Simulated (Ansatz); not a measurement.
Runs of Ansatz 0.2.0 on Zn. Symmetry: Im-3m, No. 229, cubic system. The conventional cell has a = 3.138 Å, b = 3.138 Å, c = 3.138 Å, α = 90.00°, β = 90.00°, γ = 90.00°. Zn (site symmetry m-3m) is surrounded by 8 Zn at 2.72 Å. This isn't the form of Zn at room conditions, which is hcp.

| task | level | cell | smearing | points for each segment of the path | gap on the mesh (eV) | pressure (GPa) | relaxed volume (Å³/atom) |
| --- | --- | --- | --- | --- | --- | --- | --- |
| single point | PBE | as given | gaussian 0.011 eV | - | none | -0.2 | - |
| relaxation of cell and atoms | RPBE | relaxed | fermi-dirac 0.05 eV | - | none | 0.0 | 16.14 |
| band structure | RPBE | as given | fermi-dirac 0.05 eV | 14 | none | (b) | - |
| band structure | PBEsol | as given | fermi-dirac 0.05 eV | 14 | none | -5.2 | - |
| relaxation of cell and atoms | LDA | relaxed | fermi-dirac 0.05 eV | - | none | 0.0 | 13.63 |
| band structure | revPBE | as given | fermi-dirac 0.05 eV | 14 | none | (a) | - |
| relaxation of cell and atoms | PBE | relaxed | fermi-dirac 0.05 eV | - | none | 0.0 | 15.36 |
| band structure | LDA | as given | fermi-dirac 0.05 eV | 14 | none | -8.3 | - |
| band structure | PBE | as given | fermi-dirac 0.05 eV | 14 | none | -0.3 | - |
| relaxation of cell and atoms | PBEsol | relaxed | fermi-dirac 0.05 eV | - | none | 0.0 | (c) |

Alike in all rows: potentials or basis Ansatz PAW; no spin polarisation; k mesh 12 × 12 × 12; cutoff (eV) 420.

Q: Estimate the missing entries.

A: (a) 1.7; (b) 2.5; (c) 14.27.

Caveats: the PAW data sets come from PBE, with cores solved anew for the run's functional, which leaves a small shift of forces and pressure (some runs); the plane-wave basis is chosen anew once the cell has moved, so the energies of steps on either side of that aren't comparable (some runs).

A gap of «none» marks a metal or a gap under the smearing width.
